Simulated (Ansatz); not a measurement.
input.yaml

```yaml
crystal:
  lattice:
    - [0.08212075, 2.782760725, 2.7817129775]
    - [2.869185735, 0.03182887, 2.8320048575]
    - [2.900334985, 2.864201855, 0.00067962]
  atoms:
    - { symbol: Na, position: [0.0111362232, -0.0061181248, -0.014233248] }
    - { symbol: Cl, position: [0.4888637768, 0.5061181248, 0.514233248] }
basis:
  ecutwfc: 420
kpoints:
  mp_grid: { grid: [8, 8, 8] }
hamiltonian:
  xc: pbesol
scf:
  occupations: { method: gaussian, width: 0.02 }
output:
  forces: true
  stress: true
  eigenvalues: true
```

Run as
```bash
ansatz run input.yaml --threads 1 --pin off --max-ram 1331MiB --backend cpu --events-out ev --progress --plain --runs-dir out
```

Theory: DFT PBEsol, scalar-relativistic, plane waves, PAW in Ansatz.

From the run's log, abridged (iterations and final results):

```
SCF iter   1: F=—  HF=-2540.275713 eV  |F-HF|=—  |Δ(HF+E_count)|=         —  Δρ=2.81e-3  dr2=3.81e-3  ethr=1.77e-3  ⟨swp⟩=6.0  Hψ=18343  notcnv=0
SCF iter   2: F=—  HF=-2540.273062 eV  |F-HF|=—  |Δ(HF+E_count)|=   2.65e-3  Δρ=1.21e-3  dr2=8.55e-4  ethr=2.38e-5  ⟨swp⟩=2.8  Hψ=8085  notcnv=0
SCF iter   3: F=—  HF=-2540.273014 eV  |F-HF|=—  |Δ(HF+E_count)|=   4.84e-5  Δρ=8.10e-4  dr2=4.08e-4  ethr=5.34e-6  ⟨swp⟩=2.0  Hψ=5200  notcnv=0
SCF iter   4: F=—  HF=-2540.272871 eV  |F-HF|=—  |Δ(HF+E_count)|=   1.43e-4  Δρ=1.95e-4  dr2=1.84e-5  ethr=2.55e-6  ⟨swp⟩=2.0  Hψ=3851  notcnv=0
SCF iter   5: F=—  HF=-2540.272873 eV  |F-HF|=—  |Δ(HF+E_count)|=   1.59e-6  Δρ=3.47e-5  dr2=9.51e-7  ethr=1.15e-7  ⟨swp⟩=2.0  Hψ=4160  notcnv=0
SCF iter   6: F=—  HF=-2540.272872 eV  |F-HF|=—  |Δ(HF+E_count)|=   1.18e-7  Δρ=1.47e-5  dr2=1.74e-7  ethr=5.94e-9  ⟨swp⟩=2.0  Hψ=3748  notcnv=0
SCF iter   7: F=-2540.272872 eV  HF=-2540.272872 eV  |F-HF|=3.65e-10  |Δ(HF+E_count)|=   3.74e-8  Δρ=8.92e-7  dr2=2.94e-10  ethr=6.25e-10  ⟨swp⟩=4.0  Hψ=9299  notcnv=0
SCF 1 converged in 7 iterations: F = -2540.272872 eV  dr2 = 2.94e-10
SCF converged after 7 iterations
Free energy (F): -2540.272872 eV
Harris-Foulkes:  -2540.272872 eV  (|F-HF|=3.65e-10)
Internal energy: -2540.272872 eV  (E = F + TS)
E sigma→0 (E₀):  -2540.272872 eV
Fermi energy:    3.573328 eV
--- Per-component energies (eV) ---
  E_band       = -233.808424
  E_kinetic    = 282.479336
  E_local      = -1529.756119  (includes V_loc(G=0)·N_el)
  E_nonlocal   = 144.800201
  E_hartree    = 538.390899
  E_xc         = -144.928829
  E_vxc        = -171.758907  (∫ρ·V_xc dr)
  E_paw        = -895.321737  (= ΣΔE_a)
  E_vpaw       = -36.354757  (= ΣTr[D̂ρ^β])
  E_aug_tail   = 0.000075  (compensation charges beyond the density's cutoff)
  E_ewald      = -936.069825
  E_core_change = 0.133126  (= ΣΔE_core)
  E_smearing   =  0.000000  (= −TS)
--- Forces (eV/Å), atoms counted from 1 ---
  atom   1  Na     0.13369444     0.03125696    -0.03532815
  atom   2  Cl    -0.13370274    -0.03125931     0.03533031
--- Stress (GPa, compression-positive) ---
       -0.336390      -0.473457      -0.164990
       -0.473457      -0.314129       0.199722
       -0.164990       0.199722      -0.315137
  P = ⅓ Tr σ = -0.3219 GPa (-3.219 kbar)
--- Band table (eV; the first three rows and the last of 260) ---
  k-point 0: bands = ["-47.5175", "-19.5992", "-19.5942", "-19.5933", "-11.5849", "0.9903", "1.0335", "1.1529", "5.9937", "11.6798", "11.9063", "12.3406"]
  k-point 1: bands = ["-47.5174", "-19.6008", "-19.5968", "-19.5943", "-11.5390", "0.6360", "0.9858", "1.1043", "6.4918", "11.2948", "12.0081", "12.4947"]
  k-point 2: bands = ["-47.5171", "-19.6098", "-19.5992", "-19.5948", "-11.4253", "-0.0963", "0.9019", "1.0074", "7.4702", "10.7900", "12.1356", "12.5404"]
  k-point 259: bands = ["-47.5167", "-19.6244", "-19.6017", "-19.5949", "-11.2557", "-0.9291", "0.8004", "0.8732", "8.1724", "11.3759", "11.8619", "12.0894"]
```

The run converged.